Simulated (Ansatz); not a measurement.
# AlCu3: the cost of one run

Computed with Ansatz 0.2.0 (DFT PBEsol, scalar-relativistic, plane waves, PAW, unless a step's input says otherwise).

2 further runs of the same task are left out: 2 set aside as unsound or not needed.

## Step 1: The structure to begin with

It takes space group Fm-3m (No. 225, cubic). Conventional cell: a = 5.768 Å, b = 5.768 Å, c = 5.768 Å, α = 90.00°, β = 90.00°, γ = 90.00°. Al (site symmetry m-3m) is surrounded by 8 Cu at 2.50 Å. Cu (site symmetry m-3m) is surrounded by 8 Cu at 2.50 Å. Cu (site symmetry -43m) is surrounded by 4 Al at 2.50 Å and 4 Cu at 2.50 Å.

Coordinates:

```
Al Cu
1.0
     0.00000    2.88406    2.88406
     2.88406    0.00000    2.88406
     2.88406    2.88406    0.00000
Al Cu
1 3
Cartesian
  0.0000 0.0000 0.0000
  2.8841 2.8841 2.8841
  1.4420 1.4420 1.4420
  4.3261 4.3261 4.3261
```

It goes back to an entry of the Materials Project, which need not be the stable form.

It is the result of an earlier relaxation at this level (volume 11.99 Å³/atom; gap on the mesh: none (metal)).

## Step 2: The reference run

input.yaml reads:

```yaml
crystal:
  lattice:
    - [0.0, 2.8840620862, 2.8840620862]
    - [2.8840620862, 0.0, 2.8840620862]
    - [2.8840620862, 2.8840620862, 0.0]
  atoms:
    - { symbol: Al, position: [0.0, 0.0, 0.0] }
    - { symbol: Cu, position: [0.5, 0.5, 0.5] }
    - { symbol: Cu, position: [0.25, 0.25, 0.25] }
    - { symbol: Cu, position: [0.75, 0.75, 0.75] }
basis:
  ecutwfc: 420
kpoints:
  mp_grid: { grid: [12, 12, 12] }
hamiltonian:
  xc: pbesol
scf:
  occupations: { method: fermi_dirac, width: 0.15 }
output:
  forces: true
  stress: true
  eigenvalues: true
elastic:
  mode: relaxed_ion
  stencil: two_point
```

This input was run earlier.

## Step 3: Changed: SCF threshold 1e-06 eV

input.yaml reads:

```yaml
crystal:
  lattice:
    - [0.0, 2.8840620862, 2.8840620862]
    - [2.8840620862, 0.0, 2.8840620862]
    - [2.8840620862, 2.8840620862, 0.0]
  atoms:
    - { symbol: Al, position: [0.0, 0.0, 0.0] }
    - { symbol: Cu, position: [0.5, 0.5, 0.5] }
    - { symbol: Cu, position: [0.25, 0.25, 0.25] }
    - { symbol: Cu, position: [0.75, 0.75, 0.75] }
basis:
  ecutwfc: 420
kpoints:
  mp_grid: { grid: [12, 12, 12] }
hamiltonian:
  xc: pbesol
scf:
  occupations: { method: fermi_dirac, width: 0.15 }
  convergence: { dr2_threshold: 1.0e-06 }
output:
  forces: true
  stress: true
  eigenvalues: true
elastic:
  mode: relaxed_ion
  stencil: two_point
```

Launch:

```console
ansatz run input.yaml --threads 1 --pin off --max-ram 3072MiB --backend cpu --events-out ev --progress --plain --runs-dir out
```

What time and memory should one allow on 1 thread of Intel Xeon 6975P-C (Granite Rapids), shared host?

About 78 s, with a peak of 0.71 GiB.
